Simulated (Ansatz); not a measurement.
The system is CoO.

```
Co O
1.0
     2.57053    0.00000    0.00000
     0.00000    2.57053    0.00000
     0.00000    0.00000    2.57053
Co O
1 1
Direct
  0.00000 0.00000 0.00000
  0.50000 0.50000 0.50000
```

Measurements of this composition are mostly on another form, of space group No. 225.

Base run:

- Program: Ansatz 0.2.0
- Functional: PBE
- Potentials or basis: Ansatz PAW
- Cutoff: 420 eV (not typed: the program's choice for these potentials)
- k mesh: 10 × 10 × 10
- Occupations: fermi-dirac, width 0.05 eV
- Spin: no spin polarisation

Its results: band gap on the k mesh none (metal or under the smearing width); pressure -3.7 GPa.

**Question.** The run is repeated on the same cell with these changes: spin from no spin polarisation to collinear spin, random start. What comes out?

**Answer.** Band gap on the k mesh none (metal or under the smearing width); pressure 11.7 GPa; net moment 3.00 μB per cell; site moments Co +2.48; O +0.48 μB.

Caveats: semilocal functionals often make such compounds metallic where correlation or magnetic order opens a gap, which also shifts bond lengths; an odd number of electrons without spin polarisation forces a metal (some runs); a magnetic or distorted state may lie lower (some runs); a cell with one magnetic atom can't hold antiferromagnetic order, which such compounds often take (some runs).
